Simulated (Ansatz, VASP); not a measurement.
**Ir: VASP beside Ansatz**

```
Ir
1.0
     0.00000    1.92285    1.92285
     1.92285    0.00000    1.92285
     1.92285    1.92285    0.00000
Ir
1
Direct
  0.00000 0.00000 0.00000
```

Alike in both runs: task single point; functional r2SCAN; k mesh 14 × 14 × 14; occupations gaussian, width 0.01 eV; no spin polarisation.

|  | VASP | Ansatz |
| --- | --- | --- |
| version | VASP 6.6.1 | Ansatz 0.2.0 |
| potentials or method | VASP PAW PBE potentials, release 64 (Ir) | plane waves (500 eV) with PAW, scalar-relativistic |
| plane-wave cutoff (eV) | 520 | 500 |
| valence electrons in the cell | 9 | 17 |

```tsv
	VASP	Ansatz	Ansatz less VASP
pressure (GPa)	2.2	-0.2	-2.48
```

With one functional, cell and mesh, what is left measures potentials, basis and numerics. The two sets of potentials don't hold the same shells in valence.

Caveats: the PAW data sets were made with another functional, which shifts forces and pressure a little (VASP). Spin-orbit coupling is left out, which matters for the levels of Ir.
